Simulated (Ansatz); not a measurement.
## PbS, space group Fm-3m: a displacement scan with seeded SCF runs

Program: the Ansatz DFT code, driven from Python.

`pbs_walk.py`:
```python
"""Move one atom of PbS step by step, each SCF seeded by the last."""

import warnings

import ansatz as az
import numpy as np

SETTINGS = {
    "tolerance": 1e-08,
    "smearing": "fixed",
    "functional": "pbesol",
}

warnings.simplefilter("ignore", az.DeckWarning)

vectors = np.array([
    [0.0, 2.96575, 2.96575],
    [2.96575, 0.0, 2.96575],
    [2.96575, 2.96575, 0.0],
])
xtal = (
    az.Lattice.of(vectors)
    .atom("Pb", (0.0, 0.0, 0.0))
    .atom("S", (0.5, 0.5, 0.5))
)

start = np.array(xtal.resolved().sites[1].position)
previous, rows = None, []
for step in range(4):
    target = start + step * 0.015 * np.eye(3)[0]
    base = (
        xtal.move(1, to=target).calculation()
        .scf(tolerance=SETTINGS["tolerance"])
        .kpoints(5, center="gamma")
        .occupations(SETTINGS["smearing"])
        .functional(SETTINGS["functional"])
        .forces()
    )
    session = base.session()
    if previous is not None:
        session.seed_next_step(previous)
    previous = session.plan(retain="density").execute()
    summary = previous.report
    shift = float(np.linalg.norm((target - start) @ np.array(summary["lattice"]["cell_ang"])))
    rows.append((step, shift, summary["lagrangian_ev"], float(np.linalg.norm(summary["forces_ev_ang"][1])), summary["n_iterations"], summary["n_symmetry_ops"]))
rows = [(row[0], row[1], 1000 * (row[2] - rows[0][2]), *row[3:]) for row in rows]
lines = [",".join(["step", "moved A", "dE meV", "force on it eV/A", "iterations", "symmetry operations"])] + [",".join(f"{v:.4f}" if isinstance(v, float) else str(v) for v in row) for row in rows]
print("\n".join(lines))
with open("walk.csv", "w") as handle:
    handle.write("\n".join(lines) + "\n")
```

```console
$ python pbs_walk.py
step,moved A,dE meV,force on it eV/A,iterations,symmetry operations
0,0.0000,0.0000,0.0000,8,48
1,0.0629,0.5488,0.0189,7,4
2,0.1258,2.7302,0.0545,7,4
3,0.1887,8.0505,0.1206,7,4
```

Of the deposited cell: the entry's cell lengths or inner coordinates differ somewhat from later room-temperature determinations. Spin-orbit coupling, which matters for elements this heavy, is left out. The starting cell is as deposited in a crystallographic database; the results hold for this polymorph, which needn't be the stable one. The first step keeps the crystal's symmetry; the moved atom lowers it. It ran for 5.4 s on 1 thread of Arm Neoverse V2, with other jobs on the host, peak memory 0.38 GiB.

(Lines on the test bed's own set-up are left out of the output.)
